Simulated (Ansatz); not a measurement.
MgS:

```
S Mg
1.0
     0.00000    2.83312    2.83312
     2.83312    0.00000    2.83312
     2.83312    2.83312    0.00000
S Mg
1 1
Cartesian
  1.4166 1.4166 1.4166
  0.0000 0.0000 0.0000
```

The cell comes from a database or a generator and needn't be the stable form of this composition.

Base run:

* Program: Ansatz 0.2.0
* Functional: HSE06
* Potentials or basis: Ansatz PAW
* Cutoff: 420 eV (not typed: the program's choice for these potentials)
* k mesh: 6 × 6 × 6
* Occupations: fermi-dirac, width 0.05 eV
* Spin: no spin polarisation

Its results: band gap on the k mesh 4.52 eV, direct; pressure -0.1 GPa.

**Question.** The run is repeated on the same cell with these changes: functional from HSE06 to PBE0. What comes out?

**Answer.** Band gap on the k mesh 5.20 eV, direct; pressure -0.2 GPa.

Caveats: the PAW data sets come from PBE, with cores solved anew for the run's functional, which leaves a small shift of forces and pressure; the thresholds are loose for stress.
